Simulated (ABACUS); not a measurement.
Runs of ABACUS 3.10.1 on NiO. It takes space group Fm-3m (No. 225, cubic). Conventional cell: a = 4.172 Å, b = 4.172 Å, c = 4.172 Å, α = 90.00°, β = 90.00°, γ = 90.00°. Ni (site symmetry m-3m) is surrounded by 6 O at 2.09 Å. O (site symmetry m-3m) is surrounded by 6 Ni at 2.09 Å. 

```csv
task,level,potentials or basis,k mesh,cutoff (eV),SCF threshold on the density,eigensolver,symmetry key,path,points for each segment of the path,mesh quality,gap on the mesh (eV),pressure (GPa),moment (μB)
single point,PBEsol,"SG15 ONCV 1.2 PBE, DZP LCAO (the cutoffs set its grid)",8 × 8 × 8,1361,1e-07,genelpa,1,-,-,not flagged,none,-8.1,(a)
single point,PBE0-type (share 0.4),"SG15 ONCV 1.2 PBE, DZP LCAO (the cutoffs set its grid)",5 × 5 × 5,1361,1e-07,genelpa,1,-,-,coarse,5.40,-,2.00
single point,PBE0-type (share 0.1),"SG15 ONCV 1.2 PBE, DZP LCAO (the cutoffs set its grid)",5 × 5 × 5,1361,1e-07,genelpa,1,-,-,coarse,0.82,-,2.00
single point,PBE0-type (share 0.25),"SG15 ONCV 1.2 PBE, DZP LCAO (the cutoffs set its grid)",5 × 5 × 5,1361,1e-07,genelpa,1,-,-,coarse,3.06,-,2.00
single point,LDA,"SG15 ONCV 1.2 PBE, DZP LCAO (the cutoffs set its grid)",8 × 8 × 8,1361,1e-07,genelpa,1,-,-,not flagged,none,(b),0.58
```

Alike in all rows: spin collinear, ferromagnetic start; cell as given; smearing fermi-dirac 0.05 eV.

**Question.** Estimate the missing entries.

**Answer.** (a) 0.78; (b) -17.3.

Caveats: some runs use coarse meshes; the atomic orbitals were generated for these runs and aren't a published set; the potentials were made for another functional, which shifts forces and pressure; the basis of atomic orbitals isn't converged, which shifts pressures, moduli and gaps; a cell with one magnetic atom can't hold antiferromagnetic order, which such compounds often take; gaps of hybrids in this basis differ from plane-wave ones by up to 0.1 eV (some runs); an odd mesh through Γ misses points on the zone boundary, where band edges often lie (some runs); semilocal functionals often make such compounds metallic where correlation or magnetic order opens a gap, which also shifts bond lengths (some runs).

A gap of «none» marks a metal or a gap under the smearing width.
